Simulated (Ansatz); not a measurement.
Wanted: the native input for an Ansatz 0.2.0 run.

```
Task                     : density of states
Functional               : PBEsol
Dispersion               : D4
Potentials or basis      : all-electron LAPW, relativistic spinors
Cutoff                   : 125 eV (chosen from the basis error)
Basis error allowed      : 0.002 eV/atom
k mesh                   : 6 × 6 × 6
Occupations              : gaussian, width 0.1 eV
Spin                     : non-collinear spin, ferromagnetic start, spin-orbit coupling
Starting moments         : [[4.95, 4.95, 0.0]] μB
Hubbard terms            : Eu f U = 6 eV
Start of the occupations : auto
Double counting          : fll
Hubbard projectors       : ortho-atomic
```

Crystal: Eu.

```
Eu
1.0
    -2.48083    2.48083    2.48083
     2.48083   -2.48083    2.48083
     2.48083    2.48083   -2.48083
Eu
1
Cartesian
  0.0000 0.0000 0.0000
```

The cell isn't the ideal one: volume scaled by 1.25.

These files were run (other wordings do the same):

input.yaml

```yaml
crystal:
  lattice:
    - [-2.4808315456, 2.4808315456, 2.4808315456]
    - [2.4808315456, -2.4808315456, 2.4808315456]
    - [2.4808315456, 2.4808315456, -2.4808315456]
  atoms:
    - { symbol: Eu, position: [0.0, 0.0, 0.0], spin: 7.0, spin_axis: [0.707107, 0.707107, 0.0] }
kpoints:
  mp_grid: { grid: [6, 6, 6] }
scf:
  occupations: { method: gaussian, width: 0.1 }
hamiltonian:
  xc: pbesol
  dispersion: d4
  pseudopotentials: { kind: all_electron, lapw: { basis_error: 0.002 } }
  hubbard:
    sites: [{ species: Eu, l: f, u_eff: 6 }]
    double_counting: fll
    projectors: ortho-atomic
magnetization:
  noncollinear: true
  spin_orbit: true
output:
  forces: true
  stress: true
  eigenvalues: true
  dos: { projected: false, de: 0.2, e_range: [-10, 8] }
  hubbard: {}
```

Potentials or basis: all-electron LAPW, relativistic spinors.

Launch:

```bash
$ ansatz run input.yaml --threads 2 --pin off --max-ram 6144MiB --backend cpu --events-out ev --progress --plain --runs-dir out
```

It gave:

```
Pressure               : -2.9 GPa
Band gap on the k mesh : none (metal or under the smearing width)
Net moment             : 7.30 μB per cell
Absolute moment        : 7.30 μB per cell
```

Caveat: the magnetic state may not be the lowest; an open f shell can end in a state above the lowest; U is the effective U less J, on atomic orbitals that reach past the spheres; the k mesh is thin for a metal, which can move the energy by tens of meV per atom; pairwise dispersion overbinds metals, which lowers pressure and volume.

It took 62 s on 2 threads of AMD EPYC 7R43 64-Core Processor (Zen 3) (shared host), peak memory 0.54 GiB.
